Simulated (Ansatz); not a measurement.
## Hf under changes of volume

One of the cells (21.882 Å³/atom); the others are scaled copies at fixed shape and fractional positions:

```
CELL_PARAMETERS angstrom
0.00000 2.22000 2.22000
2.22000 0.00000 2.22000
2.22000 2.22000 0.00000
ATOMIC_POSITIONS crystal
Hf 0.00000 0.00000 0.00000
```

This isn't the form of Hf at room conditions, which is hcp.

```yaml
Program: Ansatz 0.2.0
Functional: PBEsol
Potentials_or_basis: Ansatz PAW
Cutoff: "420 eV (not typed: the program's choice for these potentials)"
k_mesh: 10 × 10 × 10
Occupations: fermi-dirac, width 0.05 eV
Spin: no spin polarisation
```

```tsv
volume (Å³/atom)	energy over the lowest point (meV/atom)	pressure (GPa)
20.569	?	?
21.007	4.56	2.9
21.444	0.00	0.5
21.882	1.87	-1.7
22.320	9.54	-3.7
22.757	22.44	-5.5
23.195	40.01	-7.1
```

Question: What does the run at 20.569 Å³/atom give?

Answer: Energy over the lowest point 16.23 meV/atom; pressure 5.6 GPa.

Worked out: A Birch-Murnaghan fit of order 3 (a polynomial in V^(-2/3)) to the other rows has its minimum at 21.53 Å³/atom with B0 = V·E''(V) = 114 GPa and B' = 4.3. It gives 16.33 meV/atom at 20.569 Å³/atom, against the run's 16.23, and -dE/dV = 5.7 GPa, against 5.6.

Energies are extrapolated to zero smearing.

Caveats: the PAW data sets come from PBE, with cores solved anew for the run's functional, which leaves a small shift of forces and pressure.
